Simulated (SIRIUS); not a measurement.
Runs of SIRIUS 7.12.0 on Al. The structure is cubic, space group Fm-3m (No. 225). The conventional cell has a = 4.050 Å, b = 4.050 Å, c = 4.050 Å, α = 90.00°, β = 90.00°, γ = 90.00°. Al (site symmetry m-3m) is surrounded by 12 Al at 2.86 Å. 

```tsv
task	level	potentials or basis	valence relativity	reference energy of the basis	core relativity	start of the SCF	V0 of scaled cells (Å³/atom)	B0 (GPa)
equation of state	RPBE	all-electron FP-LAPW, apw+lo standard	iora	-	-	-	(c)	77
equation of state	BLYP	all-electron FP-LAPW, apw+lo standard	iora	-	-	-	17.38	59
equation of state	PBEsol	all-electron FP-LAPW, apw+lo standard	iora	-	-	-	(b)	83
equation of state	WC	all-electron FP-LAPW, apw+lo standard	iora	-	-	-	16.26	81
equation of state	AM05	all-electron FP-LAPW, apw+lo standard	iora	-	-	-	(a)	87
```

Alike in all rows: no spin polarisation; cell as given; k mesh 11 × 11 × 11; cutoff (eV) 158; smearing fermi-dirac 0.05 eV.

Estimate the missing entries.

(a) 16.09; (b) 16.20; (c) 16.82.
